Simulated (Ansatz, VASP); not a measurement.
**Two plane-wave programs on AgCl**

```xyz
2
Lattice="0.0104 2.7731 2.7731 2.7835 0.0000 2.7835 2.7731 2.7731 0.0104" Properties=species:S:1:pos:R:3 pbc="T T T"
Ag    2.7835    2.7731    2.7835
Cl    0.0000    0.0000    0.0000
```

Change from the starting cell: strain +0.0075 x Voigt [0, 0, 0, 0, 1, 0], atoms carried along.

Alike in both runs: task single point; functional PBEsol; k mesh 8 × 8 × 8; occupations gaussian, width 0.05 eV; no spin polarisation.

|  | VASP | Ansatz |
| --- | --- | --- |
| version | VASP 6.6.1 | Ansatz 0.2.0 |
| potentials or method | VASP PAW PBE potentials, release 64 (Ag, Cl) | scalar-relativistic, plane waves, PAW |
| plane-wave cutoff (eV) | 520 | 420 |
| valence electrons in the cell | 18 | 26 |

|  | VASP | Ansatz | Ansatz less VASP |
| --- | --- | --- | --- |
| gap on the k mesh at the Fermi level (eV) | 0.72 | 0.73 | +0.002 |
| least direct gap on the mesh (eV) | 3.03 | 3.04 | +0.002 |
| pressure (GPa) | -2.7 | -2.6 | +0.10 |

The two sets of potentials don't hold the same shells in valence.

Caveats: the PAW data sets were made with another functional, which shifts forces and pressure a little (VASP). A k mesh can miss the band edges.
